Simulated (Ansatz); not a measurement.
Phonons of CsCl-type TlBr

The computed numbers are results of PBEsol, scalar-relativistic (no spin polarisation) in the plane-wave PAW code Ansatz at 420 eV, Gaussian smearing of 0.05 eV. The datasets are Ansatz's generated set soft_2.

```cif
data_structure
_symmetry_space_group_name_H-M 'P 1'
_symmetry_Int_Tables_number 1
_cell_length_a 3.9145
_cell_length_b 3.9145
_cell_length_c 3.9145
_cell_angle_alpha 90.000
_cell_angle_beta 90.000
_cell_angle_gamma 90.000
_cell_volume 59.98
loop_
_atom_site_label
_atom_site_type_symbol
_atom_site_fract_x
_atom_site_fract_y
_atom_site_fract_z
_atom_site_occupancy
Tl1 Tl 0.00000 0.00000 0.00000 1
Br1 Br 0.50000 0.50000 0.50000 1
```

The start was a prototype's sites filled with these elements; the Crystallography Open Database holds the compound in this structure.

Force constants come from finite displacements in a 2×2×2 supercell (the unit cell's 6×6×6 k-mesh, folded to it); the long-range dipole term is included. Points in reciprocal vectors of this cell: Γ = (0.000, 0.000, 0.000), X = (0.000, 0.500, 0.000), M = (0.500, 0.500, 0.000), R = (0.500, 0.500, 0.500).

**Question.** Is the structure dynamically stable along this path, and where does the spectrum end?

**Answer.** Yes: no branch is imaginary beyond numerical noise. The highest frequency is 108 cm⁻¹, between Γ and X. Points that don't fit the supercell are interpolated.

Frequencies at the named points (cm⁻¹, imaginary ones negative):
```tsv
point	ω (cm⁻¹)
Γ	0 0 0 38 38 108
X	20 20 58 58 65 107
M	15 37 37 44 67 67
R	41 41 41 91 91 91
```

**Question.** What does the harmonic approximation give for the vibrational free energy, entropy and heat capacity?

**Answer.** Zero-point energy 9.7 meV/atom.
```tsv
T (K)	F_vib (meV/atom)	S (J/K per mole of atoms)	C_V (J/K per mole of atoms)
100	-9.7	35.6	23.6
200	-56.2	52.4	24.6
300	-116.1	62.4	24.8
400	-184.6	69.6	24.9
500	-259.7	75.1	24.9
600	-340.0	79.7	24.9
700	-424.6	83.5	24.9
800	-512.9	86.8	24.9
900	-604.4	89.8	24.9
1000	-698.8	92.4	24.9
```

The highest mode, 108 cm⁻¹, is worth 160 K. At 300 K the heat capacity has reached 99 % of the classical limit 3R = 24.9 J/K per mole of atoms, since all modes lie under k_BT.

It ran for 21 s on 4 threads of Arm Neoverse V1 (shared host), peak memory 1.2 GiB.

 Scalar-relativistic only: spin–orbit splittings of the heavy atoms' levels are missing.
